**Q:** I have the zone-centre vibrations of wurtzite CdSe, computed with PBE. I expected stiff bonds to give frequencies close together, yet one pair lies far below the others. The first three values are even negative. Is the crystal unstable?

Harmonic phonon frequencies of wurtzite CdSe in its relaxed cell, computed with VASP 6.6.1 using PBE and the recommended PAW PBE potentials, a 600 eV plane-wave cutoff, a 5×5×3 k mesh and Gaussian smearing of 0.02 eV. Phonon q row 1 is the zone centre, and imaginary frequencies are printed as negative numbers.

```csv
row,phonon q row (row),phonon frequency (cm⁻¹)
1,1,-0.10
2,1,-0.10
3,1,-0.10
4,1,34.70
5,1,34.70
6,1,117.60
7,1,153.10
8,1,157.00
9,1,157.00
10,1,158.90
11,1,158.90
12,1,173.60
```

**A:** The first three are the whole crystal moving along three directions. That costs no energy, so their exact frequency is zero, and −0.10 cm⁻¹ is numerical noise. For motions that repeat identically in every cell, which is what the single value in the column "phonon q row" stands for, there is no instability. Nine true vibrations remain, and your low pair in rows 4 and 5 is the softest of them.

**Q:** Why is it so soft, if every atom has four equally good bonds?

**A:** The bonds are nearly equal, about 2.69 Å in the relaxed cell used for the vibrations. What differs is their direction. Look at the crystal from the side, with the c axis upright. Cd and Se planes form tightly puckered bilayers, held together inside by slanted bonds, and each bilayer is joined to the next by upright bonds only.

Now slide neighbouring bilayers sideways in opposite directions. To first order the upright bonds keep their length and merely tilt, and changing a bond angle costs far less than changing a bond length. This is the pattern that symmetry and the usual order of wurtzite vibrations assign to the pair at 34.7 cm⁻¹. It is a pair because two perpendicular sideways directions are equivalent.

**Q:** Then moving the bilayers against each other along c should be much harder.

**A:** It is, because that would stretch and squeeze the upright bonds. The crystal can also move in opposition along c by straining the bilayers and sparing the upright bonds. As springs alone, the three nearly flat slanted bonds resist motion along c less than one upright bond does, but straining a bilayer along c also polarises it, and that stiffens the motion, as we'll see. The table has no displacement patterns, so it doesn't tell which of the two patterns dominates in the lower opposed vibration along c, row 6.

Either way, bonds have to change length, and the frequency rises to 117.6 cm⁻¹. A squared frequency measures stiffness divided by a moving mass, and here it is about eleven times that of the low pair. The moving masses can't differ by nearly that much, so I read most of the factor as the price of stretching over bending.

**Q:** What about the crowd between 153 and 159 cm⁻¹? It contains two pairs that almost coincide.

**A:** There the Cd planes move against the Se planes. In the two pairs the motion is sideways, so the slanted bonds inside each bilayer are strained. The two bilayers of the cell can do this in phase or in opposition. For sideways motion the choice hardly matters, because the only link between bilayers is the soft tilt of the upright bonds. Two nearly independent bilayers give nearly the same frequency either way.

A simpler system makes this quantitative: a row of beads of two alternating masses, joined by alternating strong and weak springs. Each bead stands for a whole plane of atoms and feels only its two neighbours. Its own restoring force, with the neighbours held still, is the sum of one strong and one weak spring, whatever the neighbours do later. The sum of the squared frequencies depends only on these restoring forces and the masses, so it is the same for in-phase and for opposed motion.

In phase, one of the two frequencies is zero, because it is the translation. The other, squared, must therefore equal the sum of the squares of the two opposed vibrations:

ω(in phase)² = ω(opposed, low)² + ω(opposed, high)²

Here ω is the frequency. The masses and springs have dropped out, so there is no constant to adjust.

**Q:** Can you try it on the sideways pairs?

**A:** Take rows 4 and 8 as the opposed vibrations and compare with row 10:

√(34.7² + 157.0²) = 160.8 cm⁻¹, against 158.9 cm⁻¹ in the table.

The rule is about 1% above the computed value. I can't be sure which upper pair is the in-phase one, but with the roles exchanged the excess is still below 4%. This is a mild test: simply calling the two pairs equal would also be off by about 1%. The rule asks for a gap of 3.8 cm⁻¹ with the in-phase pair on top, while the table has 1.9 cm⁻¹, and in GaN and ZnO the opposed pair is the higher one. What the bead picture does show is why the two pairs lie so close: a low frequency adds very little once it is squared.

**Q:** And along c? Row 12 is the highest of all, so I assumed it was the strongly polar vibration.

**A:** The usual order of wurtzite vibrations says otherwise. It makes row 7 the polar, in-phase vibration along c, and row 12 its opposed partner, whose dipoles cancel. The table supports this. The surroundings of each atom are almost cubic, so a polar vibration along c should lie near its sideways counterpart; row 7 is within 6 cm⁻¹ of both upper pairs, while row 12 is about 15 cm⁻¹ above the nearer one.

**Q:** But then your beads are in trouble. The opposed vibration should be the lower one.

**A:** Yes, and the failure is large. Rows 6 and 12 would put the in-phase vibration at 209.7 cm⁻¹, which is 37% above the 153.1 cm⁻¹ of row 7. The beads lack electric charge. When Cd and Se planes separate along c, each bilayer becomes polarised, and the resulting field pulls the planes back.

In opposed motion the polarisation alternates from one bilayer to the next. The average field is zero, but the local fields remain and stiffen the vibration. In phase, all bilayers are polarised alike, and a calculation that repeats one cell identically everywhere holds the average field at zero. That removes the restoring pull, so row 7 is the transverse value of the polar vibration. In a long wave travelling along c the field returns and lifts this vibration to its higher, longitudinal frequency.

**Q:** So is 209.7 cm⁻¹ the longitudinal frequency?

**A:** I wouldn't use it as one. Planes of the same element also act on each other in a real crystal, and the beads ignore that. The rule is no judge of the labels either: if rows 7 and 12 changed places, its excess would shrink to 11%. The assignment rests on the near-cubic surroundings and the known order, and the field is the standard electrostatic explanation of what follows from it; I have no effective charges or dielectric constant from this run to check its size. The printed analysis below gives both versions.

**Q:** If I measure a Raman spectrum of a CdSe film, what should I match to this list?

**A:** Match the low pair and rows 7 to 11, and leave rows 6 and 12 out, because with the usual assignment those two vibrations are silent in both Raman and infrared spectra. Which of the others appear depends on the geometry: in backscattering along c from an oriented film, row 7 and the in-phase sideways pair are forbidden, and only the two opposed pairs and the longitudinal line remain. A strong longitudinal line belongs to the vibration with its field restored, so the top of this list is the wrong partner for it. Allow for some softness in the bond-stretching vibrations too: PBE tends to make such crystals slightly too large, which weakens their bonds. For the pattern itself, ask two things of each motion: which bonds change length, and whether the polarisation it creates is allowed to pull back.

Output of the analysis:

```
Number of optical modes: 9
Largest size of a translation frequency (1/cm): 0.1
Height between bilayers, also length of the bond along c (angstrom): 2.691
Height between Cd and Se planes inside a bilayer (angstrom): 0.8897
Length of the slanted bonds inside a bilayer (angstrom): 2.687
Volume of relaxed cell over captioned starting cell, excess (%): 6.448
Ratio of row 6 to the low pair, frequencies: 3.389
Ratio of row 6 to the low pair, squared frequencies: 11.49
Gap between the two upper pairs (1/cm): 1.9
Row 7 below the lower of the upper pairs (1/cm): 3.9
Row 7 below the higher of the upper pairs (1/cm): 5.8
Row 12 above the higher of the upper pairs (1/cm): 14.7
Row 12 above row 7 (1/cm): 20.5
Sideways rule from rows 4 and 8, to compare with row 10 (1/cm): 160.8
Excess of that rule over row 10 (%): 1.189
Sideways rule from rows 4 and 10, to compare with row 8 (1/cm): 162.6
Excess of that rule over row 8 (%): 3.595
Axial rule from rows 6 and 12, to compare with row 7 (1/cm): 209.7
Excess of that rule over row 7 (%): 36.96
Axial rule with labels exchanged, from rows 6 and 7, to compare with row 12 (1/cm): 193.1
Excess of that rule over row 12 (%): 11.21
```
